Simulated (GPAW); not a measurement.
Crystal: InP.

```
In P
1.0
     0.00000    2.93050    2.93050
     2.93050    0.00000    2.93050
     2.93050    2.93050    0.00000
In P
1 1
Direct
  0.00000 0.00000 0.00000
  0.75000 0.75000 0.75000
```

Base run:

```yaml
Program: GPAW 26.7.0
Functional: BLYP
Potentials_or_basis: PAW data sets generated in the run's folder for this functional
Cutoff: 600 eV
Basis: pw
k_mesh: 8 × 8 × 8
Occupations: fermi-dirac, width 0.05 eV
Spin: no spin polarisation
```

Its results: band gap on the k mesh 0.60 eV, direct; pressure 6.4 GPa.

Problem. The run is repeated on the same cell with these changes: functional from BLYP to RPBE; potentials or basis from PAW data sets generated in the run's folder for this functional to the program's PAW data sets (release 1.2.1) made for this functional. What comes out?

Solution. Band gap on the k mesh 0.85 eV, direct; pressure 4.9 GPa.

Caveats: spin-orbit coupling is left out, which moves the levels of the heavy elements.
